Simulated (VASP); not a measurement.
The system is Al.

```
Al
1.0
     0.00000    2.02481    2.02481
     2.02481    0.00000    2.02481
     2.02481    2.02481    0.00000
Al
1
Direct
  0.00000 0.00000 0.00000
```

* Program: VASP 6.6.1
* Task: relaxation of cell and atoms
* Functional: SCAN
* Potentials or basis: VASP PAW PBE potentials, release 64 (Al)
* Cutoff: 600 eV
* k mesh: 11 × 11 × 11
* Occupations: fermi-dirac, width 0.05 eV
* Spin: no spin polarisation

At the start: pressure -2.2 GPa; volume 16.60 Å³/atom.

Problem. How do energy, volume and symmetry change on relaxing?

Solution. Over 3 steps the energy falls by 3.6 meV/atom and the volume is 16.11 Å³/atom (-3.0 %); space group Fm-3m (No. 225, to 0.05 Å).

Step by step:
```
step  energy change (eV)  largest force (eV/Å)  pressure (GPa)  volume (Å³)
   1              0.0000                0.0000           -2.24        16.60
   2             -0.0036                0.0000            0.28        16.05
   3             -0.0036                0.0000            0.01        16.11
```

Final structure:
```cif
data_structure
_symmetry_space_group_name_H-M 'P 1'
_symmetry_Int_Tables_number 1
_cell_length_a 2.8346
_cell_length_b 2.8346
_cell_length_c 2.8346
_cell_angle_alpha 60.000
_cell_angle_beta 60.000
_cell_angle_gamma 60.000
_cell_volume 16.11
loop_
_atom_site_label
_atom_site_type_symbol
_atom_site_fract_x
_atom_site_fract_y
_atom_site_fract_z
_atom_site_occupancy
Al1 Al 0.00000 0.00000 0.00000 1
```

The cell as given is a measured one (16.60 Å³/atom); SCAN puts the equilibrium volume -3.0 % from it, thermal expansion not counted.

Caveat: the PAW data sets were made with another functional, which shifts forces and pressure a little.
